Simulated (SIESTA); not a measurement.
Runs of SIESTA 5.4.2 on BN. The structure is hexagonal, space group P6_3mc (No. 186). Conventional cell: a = 2.554 Å, b = 2.554 Å, c = 4.227 Å, α = 90.00°, β = 90.00°, γ = 120.00°. N (site symmetry 3m) is surrounded by 4 B at 1.57 to 1.58 Å. Around B (site symmetry 3m) lie 4 N at 1.57 to 1.58 Å. Measurements of this composition are mostly on another form, of space group No. 194.

```csv
task,level,potentials or basis,broadening (eV),window to (eV),optical mesh offset,energy shift,gap on the mesh (eV),pressure (GPa),V0 of scaled cells (Å³/atom),B0 (GPa),largest force (eV/Å)
equation of state,PBEsol,"PseudoDojo 0.4 standard (PBEsol files), DZP (energy shift 0.003 Ry)",-,-,-,0.003 Ry,-,-,5.94,(b),-
band structure,AM05,"PseudoDojo 0.4 standard (PBEsol files), DZP (energy shift 0.003 Ry)",-,-,-,0.003 Ry,5.12,-3.1,-,-,0.02
equation of state,PBE,"PseudoDojo 0.4 standard (PBE files), DZP (energy shift 0.002 Ry)",-,-,-,0.002 Ry,-,-,(a),372,-
equation of state,LDA,"PseudoDojo 0.4 standard (LDA files), DZP (energy shift 0.003 Ry)",-,-,-,0.003 Ry,-,-,5.81,403,-
band structure,PBEsol,"PseudoDojo 0.4 standard (PBEsol files), DZP (energy shift 0.003 Ry)",-,-,-,0.003 Ry,5.09,-2.1,-,-,0.02
band structure,vdW-DF-cx,"PseudoDojo 0.4 standard (PBE files), DZP (energy shift 0.003 Ry)",-,-,-,0.003 Ry,5.24,(c),-,-,0.03
optical spectrum,PBE,"PseudoDojo 0.4 standard (PBE files), DZP (energy shift 0.003 Ry)",0.2 eV,30 eV,true,0.003 Ry,5.33,2.7,-,-,0.02
```

Alike in all rows: no spin polarisation; cell as given; k mesh 12 × 12 × 6; smearing fermi-dirac 0.05 eV; grid cutoff 800 Ry.

Task: Estimate the missing entries.

Result: (a) 6.02; (b) 389; (c) 0.5.

Caveats: the basis of atomic orbitals isn't converged, which shifts pressures, moduli and gaps; the cell was scaled at fixed shape and fractional positions, which overstates the stiffness of a crystal with free parameters, most of all of layers and chains (some runs); the potentials were made for another functional, which shifts forces and pressure (some runs); the basis holds too few empty states to meet the f-sum rule, so the spectrum is short of weight at high energy (some runs).

A k mesh can miss the band edges.

Not every run made on this cell is shown here.
